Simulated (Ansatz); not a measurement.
Reactions of C4H10O, SMILES `CC(C)CO`.

Isolated molecules relaxed with PBE0-D4/def2-TZVP in Ansatz; ΔE leaves out vibrations. CBS: MP2 limit from def2 TZ/QZ plus the TZ coupled-cluster correction, frozen cores. This one scheme is used for every species. Functionals use def2-TZVPP. B3LYP here is the variant with VWN-RPA as its local correlation; programs differ in this. Triplets are unrestricted, without spin–orbit coupling. For Ga outer-core shells are correlated without core-valence functions, which leaves a few kJ/mol of doubt a bond. Scalar relativity is left out up to krypton. Each species was taken in one conformer, which may not be the lowest.

```
                                                      reaction  CCSD(T)/CBS(def2) (kcal/mol)
                        `CC(C)CO` → `[CH2]` (triplet) + `CCCO`                         105.7
                     `CC(C)CO` + `CB(O)S` → `CB(O)SCO` + `CCC`                           3.9
                   `CC(C)CO` + `OB(O)Cl` → `COB(O)Cl` + `CCCO`                             ?
                             `CC(C)CO` + H₂O → `CC(O)CO` + CH₄                           5.6
                                       `CC(C)CO` → `CC(C)(C)O`                             ?
            `CC(C)CO` + `Cc1ccccc1` → `CC(C)Cc1ccccc1` + CH₃OH                           1.9
`CC(C)CO` + `[OH][Ga]([F])[SH]` → `C[O][Ga]([F])[SH]` + `CCCO`                          16.4
               `CC(C)CO` + `C=C=C(C)F` → `C=C=C(F)CC` + `CCCO`                           1.6
```

Problem. Fill in the missing values. (Estimate.)

Solution. Ansatz gave: `CC(C)CO` + `OB(O)Cl` → `COB(O)Cl` + `CCCO`: +14.5 kcal/mol; `CC(C)CO` → `CC(C)(C)O`: -6.1 kcal/mol.

Largest T1 diagnostic: 0.014, for `[OH][Ga]([F])[SH]`.
